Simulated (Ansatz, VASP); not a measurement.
**AlN in VASP and in Ansatz**

```
Al N
1.0
     3.35490    0.00000    0.00000
    -1.67745    2.90543    0.00000
     0.00000    0.00000    3.93630
Al N
2 2
Direct
  0.33333 0.66667 0.75000
  0.66667 0.33333 0.25000
  0.33333 0.66667 0.25000
  0.66667 0.33333 0.75000
```

Alike in both runs: task single point; functional PBE; k mesh 9 × 9 × 6; occupations gaussian, width 0.05 eV; no spin polarisation.

|  | VASP | Ansatz |
| --- | --- | --- |
| version | VASP 6.6.1 | Ansatz 0.2.0 |
| potentials or method | VASP PAW PBE potentials, release 64 (Al, N) | scalar-relativistic, plane waves, PAW |
| plane-wave cutoff (eV) | 520 | 520 |
| valence electrons in the cell | 16 | 16 |

Ansatz gave:

```
gap on the k mesh at the Fermi level (eV)       : 3.72
least direct gap on the mesh (eV)               : 3.72
pressure (GPa)                                  : 8.2
largest component of the traceless stress (GPa) : 11.24
```

Q: What did VASP give for the same quantities?

A: gap on the k mesh at the Fermi level (eV): 3.73; least direct gap on the mesh (eV): 3.73; pressure (GPa): 8.1; largest component of the traceless stress (GPa): 11.40.

Caveats: an odd mesh through Γ misses points on the zone boundary, where band edges often lie. PBE gaps usually lie below the measured ones, often by a third to a half.
